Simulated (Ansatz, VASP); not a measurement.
**Te2Mo: VASP beside Ansatz**

Wanted: the spread between two codes on one cell, functional and k mesh. The cell is taken from a series of runs on this material, whose earlier steps may have relaxed, scaled, displaced or heated it; both programs get it as it stands.

Method: plane waves, with VASP 6.6.1 beside it; single point at r2SCAN, spin-orbit coupling, in Ansatz 0.2.0.

### 1. Set-up

The cell holds 3 atoms: 1 Mo and 2 Te. Its edges and angles: a = 3.555 Å, b = 3.555 Å, c = 31.534 Å, α = 90.0°, β = 90.0°, γ = 120.0°. Vacuum lies along c.

### 2. Ansatz: single point, r2SCAN, spin-orbit coupling

Ansatz runs on its fully relativistic PAW (standard-fr) files.

With cell and atoms fixed, the geometry can't cause a difference; cores, projectors, grids and the points listed under the comparison can.

Input file input.yaml:

```yaml
crystal:
  lattice:
    - [3.5550790444, 0.0, 0.0]
    - [-1.7775395222, 3.0787887649, 0.0]
    - [0.0, 0.0, 31.5341825584]
  atoms:
    - { symbol: Mo, position: [0.3333333333, 0.6666666667, 0.2854045759] }
    - { symbol: Te, position: [0.6666666667, 0.3333333333, 0.3427368186] }
    - { symbol: Te, position: [0.6666666667, 0.3333333333, 0.2280723333] }
  periodic: [true, true, false]
kpoints:
  mp_grid: { grid: [12, 12, 1] }
  band_path:
    path: [[0.0, 0.0, 0.0], [0.5, 0.0, 0.0], [0.3333333333, 0.3333333333, 0.0]]
    npoints: 1
hamiltonian:
  xc: r2scan
scf:
  occupations: { method: fixed }
  n_extra_bands: 10
magnetization:
  noncollinear: true
  spin_orbit: true
output:
  eigenvalues: true
  forces: true
  stress: true
```

Launch:

```console
ansatz run input.yaml --threads 2 --pin off --max-ram 92160MiB --backend cuda --devices 1 --max-vram 13GiB --events-out ev --progress --plain --runs-dir out
```

Numbers of over 12 decimals in the logs are rounded to 6 here.

The program printed:

```text
scf.n_extra_bands = 10 over 46 filled bands (N_el = 46.0): the run solves 56 bands
GPUs: using 1 of 1 available (devices: 1).
Engine: ansatz 0.2.0, x86_64-unknown-linux-gnu
Pseudopotentials: kind: paw_fr
Pseudopotential: Mo, paw_fr, valence charge 14, recommended cutoff 500 eV (meta_gga), Mo.paw.azcp#standard-fr
Pseudopotential: Te, paw_fr, valence charge 16, recommended cutoff 500 eV (meta_gga), Te.paw.azcp#standard-fr
Functional definition: r2SCAN
  parameter k0 = 0.174
  parameter k1 = 0.065
  parameter a1 = 4.9479
  exchange = r2scan_x(k0 = k0, k1 = k1, a1 = a1)
  correlation = r2scan_c
non-collinear run that drives no moment, with spin-orbit: no starting moment large enough to seed its density (crystal.atoms[].spin), no starting occupations that ask for one, no magnetisation constraint and no magnetic field, so the semilocal B_xc is pinned to zero
device memory: the entry about to start is reckoned to put 5.2 GiB on a device that reports 49.7 GiB free (of which the cap on the GPU budget leaves the run 13.0 GiB)
GPU FFT provider: cuFFT
GPU libraries: cuBLAS 13.8.2, cuFFT 12.4.0, cuSOLVER 12.3.4
Crystal: 3 atoms, lattice volume = 345.152 Å³
Basis set: ecut = 500 eV, 8887 PW (Γ), exchange–correlation on 108×108×960 points (64 copies of the dense FFT grid, shifted against one another)
Bands: 56, of which v1, the nominal top of the filled ones, is band 46 counted from 1 (45 counted from 0)
Symmetry: 12 space group operations + 12 with time reversal
Magnetic group: BNS 187.210 (UNI 1440), of the structure as read, at distance tolerance 7.0e-5 Å
k-points: 19 of 144 (time reversal used)
Projection manifold: j_resolved (fully-relativistic pseudo-atomic orbitals)
Non-local potential: Mo, projectors of the file, l = 0: 3, l = 1: 4, l = 2: 4, l = 3: 2
Non-local potential: Te, projectors of the file, l = 0: 2, l = 1: 4, l = 2: 4, l = 3: 4
PAW form: soft (Blöchl's): semilocal exchange-correlation on the pseudo side does not see the compensation charge
PAW frozen core: Mo, regenerated for the run's functional (the file was generated under x = pbe(κ = 0.804, μ = 0.219515), c = pbe(β = 0.066725))
PAW frozen core: Te, regenerated for the run's functional (the file was generated under x = pbe(κ = 0.804, μ = 0.219515), c = pbe(β = 0.066725))
PAW one-centre angular grid: Mo, 590 points (default); XC on 224 Gauss nodes
PAW one-centre angular grid: Te, 590 points (default); XC on 224 Gauss nodes
Initial density: superposition of atomic densities (neutral atoms: chi_scale 0, normalization atom)
Initial wavefunctions: pseudopotential atomic-orbital guess
GPU buffer pool allocated for 174960 grid points (all kernels)
GPU transforms: local potential: pruned to the plane-wave sphere, on 25×25×240; band sums: pruned to the plane-wave sphere, on 27×27×240
Functional: x = r2scan, c = r2scan; τ floored in thin density (d = 2e-4 eV/Å³)
SCF iter   1: F=—  HF=-18930.083020 eV  |F-HF|=—  |Δ(HF+E_count)|=         —  Δρ=2.47e-2  dr2=3.00e0  dr2_τ=3.55e-2  dr2_m=0.00e0 (ungated)  ethr=3.10e-3  |M|=0.00e0 ∫|m|=0.00e0 μB  |m|>n=0.0e0 m-floor=0.0e0 τ_xc=0.0e0  β_m=0.30  ⟨swp⟩=7.5  Hψ=5128  notcnv=0  defer=104
preconditioner: auto → Resta (q_TF=auto, 1.950 Å⁻¹)  ε∞=2.1  [insulator: Δε(μ)=1.028 eV  Ē_g=8.108 eV  n_scr=18 (ndim 8)  ℏωp=8.5 eV  f_vac=0.747  ε∞_Penn≈2.1  vacuum switching on, ρ_ref=4.8e-3 e/Å³]
spin=Noncollinear: Resta preconditioning applied to the charge; magnetization (m_x, m_y, m_z) channels mix plain (no charge-response kernel on spin).
SCF iter   2: F=—  HF=-18929.649947 eV  |F-HF|=—  |Δ(HF+E_count)|=   4.33e-1  Δρ=1.00e-2  dr2=9.59e-1  dr2_τ=3.19e-2  dr2_m=0.00e0 (ungated)  ethr=3.10e-3  |M|=0.00e0 ∫|m|=0.00e0 μB  |m|>n=0.0e0 m-floor=0.0e0 τ_xc=0.0e0  β_m=0.31  ⟨swp⟩=4.0  Hψ=2435  notcnv=0  defer=104
SCF iter   3: F=—  HF=-18929.557966 eV  |F-HF|=—  |Δ(HF+E_count)|=   9.20e-2  Δρ=8.41e-3  dr2=2.53e-1  dr2_τ=2.49e-3  dr2_m=0.00e0 (ungated)  ethr=2.09e-3  |M|=0.00e0 ∫|m|=0.00e0 μB  |m|>n=0.0e0 m-floor=0.0e0 τ_xc=0.0e0  β_m=0.39  ⟨swp⟩=3.6  Hψ=1544  notcnv=0  defer=110
SCF iter   4: F=—  HF=-18929.554517 eV  |F-HF|=—  |Δ(HF+E_count)|=   3.45e-3  Δρ=3.01e-3  dr2=2.49e-2  dr2_τ=3.96e-4  dr2_m=0.00e0 (ungated)  ethr=5.50e-4  |M|=0.00e0 ∫|m|=0.00e0 μB  |m|>n=0.0e0 m-floor=0.0e0 τ_xc=0.0e0  β_m=0.66  ⟨swp⟩=3.1  Hψ=2345  notcnv=0  defer=114
SCF iter   5: F=—  HF=-18929.559545 eV  |F-HF|=—  |Δ(HF+E_count)|=   5.03e-3  Δρ=1.30e-3  dr2=8.35e-3  dr2_τ=1.78e-4  dr2_m=0.00e0 (ungated)  ethr=5.40e-5  |M|=0.00e0 ∫|m|=0.00e0 μB  |m|>n=0.0e0 m-floor=0.0e0 τ_xc=0.0e0  β_m=0.59  ⟨swp⟩=4.1  Hψ=2401  notcnv=0  defer=114
SCF iter   6: F=—  HF=-18929.558280 eV  |F-HF|=—  |Δ(HF+E_count)|=   1.27e-3  Δρ=4.07e-4  dr2=8.59e-4  dr2_τ=3.25e-6  dr2_m=0.00e0 (ungated)  ethr=1.82e-5  |M|=0.00e0 ∫|m|=0.00e0 μB  |m|>n=0.0e0 m-floor=0.0e0 τ_xc=0.0e0  β_m=0.79  ⟨swp⟩=3.8  Hψ=2266  notcnv=0  defer=114
SCF iter   7: F=—  HF=-18929.558067 eV  |F-HF|=—  |Δ(HF+E_count)|=   2.13e-4  Δρ=1.09e-4  dr2=6.03e-5  dr2_τ=7.17e-7  dr2_m=0.00e0 (ungated)  ethr=1.87e-6  |M|=0.00e0 ∫|m|=0.00e0 μB  |m|>n=0.0e0 m-floor=0.0e0 τ_xc=0.0e0  β_m=0.88  ⟨swp⟩=2.9  Hψ=1992  notcnv=0  defer=114
SCF iter   8: F=—  HF=-18929.558174 eV  |F-HF|=—  |Δ(HF+E_count)|=   1.07e-4  Δρ=1.23e-5  dr2=6.05e-7  dr2_τ=2.31e-8  dr2_m=0.00e0 (ungated)  ethr=1.31e-7  |M|=0.00e0 ∫|m|=0.00e0 μB  |m|>n=0.0e0 m-floor=0.0e0 τ_xc=0.0e0  β_m=0.93  ⟨swp⟩=3.6  Hψ=2340  notcnv=0  defer=113
SCF iter   9: F=—  HF=-18929.558174 eV  |F-HF|=—  |Δ(HF+E_count)|=   3.52e-7  Δρ=4.37e-6  dr2=1.09e-7  dr2_τ=9.74e-10  dr2_m=0.00e0 (ungated)  ethr=2.17e-10  |M|=0.00e0 ∫|m|=0.00e0 μB  |m|>n=0.0e0 m-floor=0.0e0 τ_xc=0.0e0  β_m=0.87  ⟨swp⟩=33.1  Hψ=10019  notcnv=0
SCF iter  10: F=-18929.558174 eV  HF=-18929.558174 eV  |F-HF|=8.73e-10  |Δ(HF+E_count)|=   4.07e-9  Δρ=6.55e-7  dr2=4.72e-9  dr2_τ=1.66e-11  dr2_m=0.00e0 (ungated)  ethr=2.17e-10  |M|=0.00e0 ∫|m|=0.00e0 μB  |m|>n=0.0e0 m-floor=0.0e0 τ_xc=0.0e0  ⟨swp⟩=6.2  Hψ=3574  notcnv=0
SCF 1 converged in 10 iterations: F = -18929.558174 eV  dr2 = 4.72e-9
  greatest PAW one-centre occupation: 0.997 electrons in one spin orbital (limit 2), on the Te atom at site 1 (counted from 0), in its partial waves of l = 2
device memory: the entry about to start is reckoned to put 1.9 GiB on a device that reports 67.6 GiB free (of which the cap on the GPU budget leaves the run 13.0 GiB)
NSCF: frozen V_eff on 3 k-points
SCF converged after 10 iterations
Magnetization: |M| = 0.0000 μB,  M = (+0.0000, +0.0000, +0.0000) μB
Absolute magnetization: 0.0000 μB (∫|m|)
  site 0: m = (+0.0000, +0.0000, +0.0000) μB, |m| = 0.0000 μB  (R = 1.13 Å)
  site 1: m = (+0.0000, +0.0000, +0.0000) μB, |m| = 0.0000 μB  (R = 1.13 Å)
  site 2: m = (+0.0000, +0.0000, +0.0000) μB, |m| = 0.0000 μB  (R = 1.13 Å)
Free energy (F): -18929.558174 eV
Harris-Foulkes:  -18929.558174 eV  (|F-HF|=8.73e-10)
Internal energy: -18929.558174 eV  (E = F + TS)
E sigma→0 (E₀):  -18929.558174 eV
Fermi energy:    -4.881786 eV
--- Per-component energies (eV) ---
  E_band       = -1399.704653
  E_kinetic    = 801.788309
  E_local      = -109088.784149  (includes V_loc(G=0)·N_el)
  E_nonlocal   = -476.270576
  E_hartree    = 54370.705578
  E_xc         = -408.814475
  E_vxc        = -479.457034  (∫ρ·V_xc dr)
  E_paw        = -12563.013593  (= ΣΔE_a)
  E_vpaw       = -929.137610  (= ΣTr[D̂ρ^β])
  E_aug_tail   = -0.000077  (compensation charges beyond the density's cutoff)
  E_vtau       = 30.761733  (kinetic-family band-sum trace: ∫τ·v_τ [+ j·A + Jᵃ·Aᵃ] dr)
  E_ewald      = 48434.456874
  E_core_change = 0.373935  (= ΣΔE_core)
  E_smearing   = -0.000000  (= −TS)
  E_closure    = -0.000000  (closes the sum)
  Σ components = -18929.558174   (vs F -18929.558174, Δ=0.00e0)
--- Forces (eV/Å), atoms counted from 1 ---
  atom   1  Mo     0.00000000    -0.00000000     0.00000000
  atom   2  Te    -0.00000000     0.00000000    -0.22023307
  atom   3  Te    -0.00000000     0.00000000     0.22023307
  max |Σ_I F_I| component: 5.78e-18 eV/Å
--- 2D stress c σ (N/m, compression-positive) ---
       -0.180799       0.000000       0.000000
        0.000000      -0.180799       0.000000
        0.000000       0.000000       0.000000
  P = ½ c Tr σ = -0.1808 N/m
--- Band table (eV; the first three rows and the last of 19) ---
  k-point 0: bands = [... 42 lower, -5.8453, -5.8453, -5.4343, -5.4343, -2.1779, -2.1779, -1.8514, -1.8514, ... 6 higher]
  k-point 1: bands = [... 42 lower, -5.8411, -5.8411, -5.4454, -5.4454, -2.3498, -2.3498, -2.2033, -2.2033, ... 6 higher]
  k-point 2: bands = [... 42 lower, -5.9113, -5.9113, -5.5379, -5.5379, -2.9468, -2.9468, -2.7027, -2.7027, ... 6 higher]
  k-point 18: bands = [... 42 lower, -6.9045, -6.8744, -5.1017, -4.8818, -3.8636, -3.8278, -3.0225, -2.9539, ... 6 higher]
  the weakly bound empty levels are not read free of the cell's end (spinor_tau)
```

The column dr2 measures how far the density is from self-consistency, as an energy; F and HF (Harris–Foulkes) agree once it is small.

### 3. VASP: single point, r2SCAN, spin-orbit coupling

The same cell, functional and mesh now go to VASP, with its own data sets.

Lines of VASP's logs that name or quote its potential files are left out, and so is its time.

Input file INCAR:

```
SYSTEM = Te2Mo
PREC = Accurate
ENCUT = 440
EDIFF = 1E-06
NELM = 200
ISMEAR = 0
SIGMA = 0.01
LREAL = .FALSE.
ALGO = Normal
METAGGA = R2SCAN
LASPH = .TRUE.
LNONCOLLINEAR = .TRUE.
MAGMOM = 0 0 0 0 0 0 0 0 0
NBANDS = 38
GGA_COMPAT = .FALSE.
LSORBIT = .TRUE.
LMAXMIX = 4
LORBIT = 11
LWAVE = .FALSE.
LCHARG = .FALSE.
ISIF = 2
LDIPOL = .TRUE.
IDIPOL = 3
DIPOL = 0.5 0.5 0.285
LVHAR = .TRUE.
EFERMI = MIDGAP
NELMDL = -8
LMIXTAU = .TRUE.
KPAR = 2
```

Input file POSCAR:

```
Te2Mo
1.0
    3.5550790444      0.0000000000      0.0000000000
   -1.7775395222      3.0787887649      0.0000000000
    0.0000000000      0.0000000000     31.5341825584
Mo Te
1 2
Direct
    0.3333333333      0.6666666667      0.2854045759
    0.6666666666      0.3333333334      0.3427368186
    0.6666666666      0.3333333334      0.2280723333
```

Input file KPOINTS:

```
Automatic mesh
0
Gamma
12 12 1
0 0 0
```

PAW data sets: Mo_sv and Te (PBE family, release 64).

Launch:

```console
mpirun -np 2 vasp_ncl
```

The program printed:

```text
[banner, memory and clock lines left out]
running    2 mpi-ranks, on    1 nodes
 distrk:  each k-point on    1 cores,    2 groups
 distr:  one band on    1 cores,    1 groups

 POSCAR found type information on POSCAR MoTe
 POSCAR found :  2 types and       3 ions
|                                                                             |
|               ----> ADVICE to this user running VASP <----                  |
|                                                                             |
|     You enforced a specific xc type in the INCAR file but a different       |
|     [... a line on the potential file left out ...]
|     I HOPE YOU KNOW WHAT YOU ARE DOING!                                     |
|                                                                             |

 LDA part: xc-table for (None), standard interpolation
 POSCAR, INCAR and KPOINTS ok, starting setup
 FFT: planning ... GRIDC
 FFT: planning ... GRID_SOFT
 FFT: planning ... GRID
 WAVECAR not read
 entering main loop
       N       E                     dE             d eps       ncg     rms          rms(c)
DAV:   1     0.127216766823E+03    0.12722E+03   -0.10561E+04  2916   0.872E+02
DAV:   2    -0.675435342655E+02   -0.19476E+03   -0.18861E+03  3292   0.218E+02
DAV:   3    -0.854679763552E+02   -0.17924E+02   -0.17586E+02  3120   0.614E+01
DAV:   4    -0.860268497832E+02   -0.55887E+00   -0.55210E+00  3076   0.111E+01
DAV:   5    -0.860384400263E+02   -0.11590E-01   -0.11587E-01  3056   0.176E+00
DAV:   6    -0.860386967054E+02   -0.25668E-03   -0.25667E-03  3092   0.234E-01
DAV:   7    -0.860387065442E+02   -0.98388E-05   -0.98384E-05  3116   0.461E-02
DAV:   8    -0.860387069813E+02   -0.43714E-06   -0.43693E-06  2634   0.858E-03    0.169E+01
DAV:   9    -0.742503784415E+02    0.11788E+02   -0.36809E+00  2388   0.185E+01    0.611E+00
DAV:  10    -0.774708136799E+02   -0.32204E+01   -0.98719E-01  2618   0.744E+00    0.387E+00
DAV:  11    -0.784421537448E+02   -0.97134E+00   -0.48930E-01  2490   0.573E+00    0.265E+00
DAV:  12    -0.785762254795E+02   -0.13407E+00   -0.62362E-02  2646   0.155E+00    0.118E+00
DAV:  13    -0.787816006474E+02   -0.20538E+00   -0.45194E-02  2808   0.219E+00    0.378E-01
DAV:  14    -0.788922214191E+02   -0.11062E+00   -0.94427E-03  2506   0.103E+00    0.287E-01
[...]
DAV:  67    -0.780931725637E+02    0.35527E-02   -0.79230E-04  2372   0.223E-01    0.599E-02
DAV:  68    -0.780865203722E+02    0.66522E-02   -0.44873E-03  2364   0.544E-01    0.628E-02
DAV:  69    -0.780936116246E+02   -0.70913E-02   -0.12252E-03  2356   0.279E-01    0.957E-02
DAV:  70    -0.780822321372E+02    0.11379E-01   -0.56493E-03  2356   0.614E-01    0.527E-02
DAV:  71    -0.780778214883E+02    0.44106E-02   -0.99887E-04  2796   0.275E-01    0.419E-02
DAV:  72    -0.780778764560E+02   -0.54968E-04   -0.12334E-05  2640   0.188E-02    0.490E-02
DAV:  73    -0.780785312783E+02   -0.65482E-03   -0.22420E-05  2126   0.411E-02    0.571E-02
DAV:  74    -0.780785302901E+02    0.98823E-06   -0.15002E-06  2264   0.108E-02
   1 F= -.78078530E+02 E0= -.78078530E+02  d E =0.000000E+00  mag=     0.0000    -0.0000     0.0000
```

(Part 1 of 2 ends here.)

[Lines on the potential files, build, host, timing and source positions are cut from VASP's logs without a mark.]

[Logs are printed without paths, hosts, clocks, repeated set-up lines and the standing remarks that a program may print on its own settings, such as how far it seeks lower states.]

[Hosts, paths, dates, database ids (printed as entryN), source tags and the programs' standing remarks are cut or masked in the printed files.]
